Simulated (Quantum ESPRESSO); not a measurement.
NaF (Villiaumite):

```
CELL_PARAMETERS angstrom
0.00000 2.32000 2.32000
2.32000 0.00000 2.32000
2.32000 2.32000 0.00000
ATOMIC_POSITIONS crystal
Na 0.00000 0.00000 0.00000
F 0.50000 0.50000 0.50000
```

Base run:

```yaml
Program: Quantum ESPRESSO 7.5
Functional: AM05
Potentials_or_basis: GBRV 1.5 PBE
Cutoff: 612 eV
Density_cutoff: 4898 eV
k_mesh: 8 × 8 × 8, shifted
Occupations: fermi-dirac, width 0.05 eV
Spin: no spin polarisation
```

Its results: pressure 1.7 GPa; electronic dielectric tensor (diagonal) 1.88.

Q: The run is repeated on the same cell with these changes: functional from AM05 to WC. What comes out?

A: Pressure 0.7 GPa; electronic dielectric tensor (diagonal) 1.89.

Caveats: the potentials were made for another functional, which shifts forces and pressure.
